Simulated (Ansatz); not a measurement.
**SnO2 (P4_2/mnm), ideal shear of a crystal plane**

Theory: DFT r2SCAN, scalar-relativistic, plane waves, PAW (Ansatz 0.2.0). Settings: plane waves to 500 eV, k-mesh 8×6×3 (Γ-centred), Gaussian smearing 0.05 eV. No spin polarisation. Energies are free energies at this smearing, counted from the undisturbed cell; pressure is positive in compression.

The starting cell (relaxed at this level):

```xyz
12
Lattice="0.0000 0.0000 -3.2007 -4.7598 0.0000 0.0000 0.0000 9.5201 0.0000" Properties=species:S:1:pos:R:3 pbc="T T T"
Sn   -2.3799    9.0584   -1.6004
Sn   -2.3799    4.2983   -1.6004
Sn    0.0000    1.9183    0.0000
Sn    0.0000    6.6784    0.0000
O    -3.3040    8.1347    0.0000
O    -3.3040    3.3747    0.0000
O    -0.9241    7.6020   -1.6004
O    -0.9241    2.8420   -1.6004
O    -3.8358    0.9947   -1.6004
O    -3.8358    5.7547   -1.6004
O    -1.4558    0.4619    0.0000
O    -1.4558    5.2220    0.0000
```

The cut lies on the cell's a–b face, a (0 1 0) plane (indices in the standard cell, whose axes needn't be the Cartesian ones shown) of area 15.23 Å², between layers 0.92 Å apart. Vector c is tilted by f times 1·a + 0·b (length 3.201 Å) with the atoms' Cartesian places fixed: one unrelaxed fault a cell. The traction is dγ/du, the slope of γ against the slip u in Å. Some rows repeat others by symmetry and weren't run.

| f | γ (mJ/m²) | traction (GPa) |
| --- | --- | --- |
| 0.0000 | 0 | 0.0 |
| 0.1000 | 650 | 43.7 |
| 0.2000 | 3131 | 117.2 |
| 0.3000 | 8294 | 200.5 |
| 0.4000 | 14904 | 184.8 |
| 0.5000 | 18203 | 0.0 |
| 0.6000 | 14904 | -184.8 |
| 0.7000 | 8294 | -200.5 |
| 0.8000 | 3131 | -117.2 |
| 0.9000 | 650 | -43.7 |

Problem. Read off the first barrier and the stress needed to climb it, and compare with Frenkel's sinusoid.

Solution. The first sampled maximum lies at f = 0.500, a slip of 1.60 Å, with γ ≈ 18203 mJ/m², which stands in for the unstable fault energy γ_us, and the steepest sampled slope before it is 200.5 GPa. A sinusoid γ = γ_us sin²(πu/λ) with its maximum there has λ = 3.20 Å and a largest slope πγ_us/λ = 178.7 GPa (1 mJ/m² per Å = 0.01 GPa). The stand-in is too high: the stress and forces give a traction of 620.9 GPa across the line at this point, so it is no saddle, and slip that bends off the line crosses lower.

Problem. Is there a metastable fault on this line?

Solution. Apart from points where γ returns to about zero, no local minimum shows among the samples, so at this sampling the line offers no fault for a dislocation to split on; a fault can still lie off the line.

The cut is rigid; relaxing the faces lowers these energies and usually the stresses.

Cost: 6 runs of about 6.2 core-minutes in all, on Intel Xeon 6975P-C (Granite Rapids) (shared hosts).